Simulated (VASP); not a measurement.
Here is a VASP 6.6.1 calculation.

File INCAR:

```
SYSTEM = ZnCu2SnSe4
ALGO = Normal
EDIFF = 1E-6
EDIFFG = -0.01
ENCUT = 600
GGA = CA
IBRION = 2
ISIF = 3
ISMEAR = 1
KPAR = 4
LASPH = .True.
LCHARG = .False.
LREAL = .False.
LWAVE = .False.
NELM = 80
NSW = 90
PREC = Accurate
SIGMA = 0.1
```

File KPOINTS:

```
k-points
0
Gamma
  10 10 10
  0 0 0
```

The input POSCAR:

```
ZnCu2SnSe4
1.0
   -2.8856370000      2.8856370000      5.7398310000
    2.8856370000     -2.8856370000      5.7398310000
    2.8856370000      2.8856370000     -5.7398310000
Zn Cu Sn Se
1 2 1 4
Direct
    0.7500000000      0.2500000000      0.5000000000
    0.2500000000      0.7500000000      0.5000000000
    0.0000000000      0.0000000000      0.0000000000
    0.5000000000      0.5000000000      0.0000000000
    0.6297540000      0.6365340000      0.5262470000
    0.1102870000      0.1035070000      0.4737530000
    0.8964930000      0.3702460000      0.0067800000
    0.3634660000      0.8897130000      0.9932200000
```

Potentials or basis: VASP PAW LDA potentials, release 64 (Zn, Cu, Sn_d, Se).

Command:

```sh
$ cat potpaw_LDA.64/Zn/POTCAR potpaw_LDA.64/Cu/POTCAR potpaw_LDA.64/Sn_d/POTCAR potpaw_LDA.64/Se/POTCAR > POTCAR
$ mpirun -np 4 vasp_std > vasp.out
```

Question: Estimate the space group after relaxing (to 0.05 Å).

Answer: I-4 (No. 82).

Question: Estimate the relaxed cell.

Answer: a = 6.858 Å, b = 6.858 Å, c = 6.858 Å, α = 131.72°, β = 131.72°, γ = 70.68°.

Final structure:
```xyz
8
Lattice="-2.8049 2.8049 5.5946 2.8049 -2.8049 5.5946 2.8049 2.8049 -5.5946" Properties=species:S:1:pos:R:3 pbc="T T T"
Zn    0.0000    2.8049    2.7973
Cu    2.8049    0.0000    2.7973
Cu    0.0000    0.0000    0.0000
Sn    0.0000    0.0000    5.5946
Se    1.5213    1.4657    4.1287
Se    1.2836    1.3392   -1.4659
Se   -1.4657    1.5213    7.0605
Se    4.2706    1.2836    1.4659
```
